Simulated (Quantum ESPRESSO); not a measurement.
Crystal: CuO.

```xyz
2
Lattice="2.6169 0.0000 0.0000 -1.3085 2.2663 0.0000 0.0000 0.0000 2.5528" Properties=species:S:1:pos:R:3 pbc="T T T"
Cu    0.0000    0.0000    0.0000
O     1.3085    0.7554    1.2764
```

Measurements of this composition are mostly on another form, of space group No. 15.

```yaml
Program: Quantum ESPRESSO 7.5
Task: phonons
Functional: LDA
Potentials_or_basis: GBRV 1.5 LDA
Cutoff: 762 eV
Density_cutoff: 6095 eV
k_mesh: 9 × 9 × 8
Occupations: cold, width 0.2 eV
Spin: no spin polarisation
Target_pressure: 50 GPa
Form_of_the_LDA_correlation: PZ81
Mixing_beta: 0.5
Most_SCF_iterations: 120
SCF_threshold: 4e-10 Ry
```

The cell and the atoms were relaxed first at 50 GPa, to 7.56 Å³/atom (a = 2.616 Å, b = 2.616 Å, c = 2.552 Å, α = 90.00°, β = 90.00°, γ = 120.00°), and the response was taken there.

```cif
data_structure
_symmetry_space_group_name_H-M 'P 1'
_symmetry_Int_Tables_number 1
_cell_length_a 2.6160
_cell_length_b 2.6160
_cell_length_c 2.5523
_cell_angle_alpha 90.000
_cell_angle_beta 90.000
_cell_angle_gamma 120.000
_cell_volume 15.13
loop_
_atom_site_label
_atom_site_type_symbol
_atom_site_fract_x
_atom_site_fract_y
_atom_site_fract_z
_atom_site_occupancy
Cu1 Cu 0.00000 0.00000 0.00000 1
O1 O 0.66667 0.33333 0.50000 1
```

Question: What is the highest optical frequency at the zone centre?

Answer: 527 cm⁻¹, a mode of symmetry A''2 (IR).

Optical modes at Γ, degenerate ones joined:
| cm⁻¹ | components | symmetry | active in |
| --- | --- | --- | --- |
| 145 | 2 | E' | IR and Raman |
| 527 | 1 | A''2 | IR |

Caveat: the mesh is thin for the phonons of a metal; the cell is more than 3 GPa from zero pressure, which shifts response properties; an odd number of electrons without spin polarisation forces a metal; a magnetic or distorted state may lie lower; the run has no spin polarisation, though such a crystal can be magnetic.
